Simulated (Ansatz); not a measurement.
# AgI (P6_3mc): equation of state

An exercise on one series of results from a longer session: the logs are not shown, and one member is left open.

Method: DFT PBE, scalar-relativistic, plane waves, PAW, in Ansatz 0.2.0.

3 further runs of the same task are left out: 1 that didn't finish, 2 set aside as unsound or not needed. Runs told in other sessions of the task aren't counted.

### The system as given

Symmetry: P6_3mc, No. 186, hexagonal system. The conventional cell has a = 4.685 Å, b = 4.685 Å, c = 7.663 Å, α = 90.00°, β = 90.00°, γ = 120.00°. Ag (site symmetry 3m) has 4 I at 2.87 Å in its first shell of neighbours. Around I (site symmetry 3m) lie 4 Ag at 2.87 Å.

Coordinates:

```
CELL_PARAMETERS angstrom
4.68494 0.00000 0.00000
-2.34247 4.05728 0.00000
0.00000 0.00000 7.66335
ATOMIC_POSITIONS crystal
Ag 0.33333 0.66667 0.00009
Ag 0.66667 0.33333 0.50009
I 0.33333 0.66667 0.37491
I 0.66667 0.33333 0.87491
```

An earlier run at PBE left this cell at 36.416 Å³/atom and 0.00 GPa (8×8×6 mesh).

Volume factors to run: 0.980, 1.020, 0.960, 1.040.

The first run:

Input file input.yaml:

```yaml
crystal:
  lattice:
    - [4.6534964629, 0.0, 0.0]
    - [-2.3267482314, 4.0300461533, 0.0]
    - [0.0, 0.0, 7.6119210355]
  atoms:
    - { symbol: Ag, position: [0.3333333333, 0.6666666667, 9.48701e-05] }
    - { symbol: Ag, position: [0.6666666667, 0.3333333333, 0.5000948701] }
    - { symbol: I, position: [0.3333333333, 0.6666666667, 0.3749051299] }
    - { symbol: I, position: [0.6666666667, 0.3333333333, 0.8749051299] }
basis:
  ecutwfc: 420
  ecutrho_ratio: 4
kpoints:
  mp_grid: { grid: [8, 8, 6] }
hamiltonian:
  xc: pbe
scf:
  occupations: { method: gaussian, width: 0.05 }
output:
  forces: true
  stress: true
  eigenvalues: true
relax:
  f_tol: 0.01
  max_steps: 40
  cell: { stress_tol: 0.1, fix: [volume] }
```

The run is started by

```sh
> ansatz run input.yaml --threads 2 --pin off --max-ram 2662MiB --backend cpu --events-out ev --progress --plain --runs-dir out
```

Steps of the session up to this table: At 0.980 of the relaxed volume; At 1.020 of the relaxed volume; At 0.960 of the relaxed volume; Volume × 1.040.

One of the session's tables, all rows but one given; the rest of the session is left out.

It belongs to the step «Energy and pressure against volume». 

```
volume (Å³/atom)  energy (meV/atom)  pressure (GPa)
          34.960               5.12            1.18
          35.688                  ?               ?
          36.416               0.00            0.00
          37.145               1.14           -0.49
          37.873               4.35           -0.92
```

**Question.** Estimate the row for volume (Å³/atom) = 35.688.

Worked estimate for «energy (meV/atom)». A straight line through the neighbours (34.960, 5.12) and (36.416, 0.00) gives 5.12 + (0.00 − 5.12) × (35.688 − 34.960) / (36.416 − 34.960) = 2.56; a parabola fitted to 3 rows on both sides gives 1.33.

The run gave: energy (meV/atom): 1.22; pressure (GPa): 0.55. In «energy (meV/atom)» the line misses by +1.34 and the parabola by +0.11.
